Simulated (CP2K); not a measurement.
Al2O3:

```
Al O
1.0
     4.61378    0.00000    0.00000
     0.00000    9.56328    0.00000
     0.00000    0.00000    3.11986
Al O
4 6
Direct
  0.98298 0.82457 0.00000
  0.01702 0.17543 0.00000
  0.48297 0.67543 0.50000
  0.51702 0.32457 0.50000
  0.50000 0.50000 0.50000
  0.12363 0.75305 0.50000
  0.37637 0.25305 0.00000
  0.62364 0.74695 0.00000
  0.00000 0.00000 0.00000
  0.87636 0.24695 0.50000
```

Measurements of this composition are mostly on another form, of space group No. 167.

Base run:

- Program: CP2K 2026.2
- Functional: PBEsol
- Potentials or basis: POTENTIAL_UZH Al GTH-PBE-q3, O GTH-PBE-q6; DZVP-MOLOPT-PBE-GTH basis
- Density cutoff: 11565 eV
- k mesh: 5 × 2 × 7
- Occupations: fermi-dirac, width 0.05 eV
- Spin: no spin polarisation

Its results: band gap on the k mesh 3.43 eV, direct; pressure -0.8 GPa; largest force 0.166 eV/Å.

Question: After a change of settings the same cell gave: band gap on the k mesh 3.56 eV, direct; pressure -0.7 GPa; largest force 0.170 eV/Å. Which change was it?
A. functional from PBEsol to OLYP
B. functional from PBEsol to RPBE
C. functional from PBEsol to PW91
D. functional from PBEsol to r2SCAN

Answer: C.

Caveats: the potentials were made for another functional, which shifts forces and pressure; the basis of atomic orbitals isn't converged, which shifts pressures, moduli and gaps.

Runs at the PBE level aren't shown here.
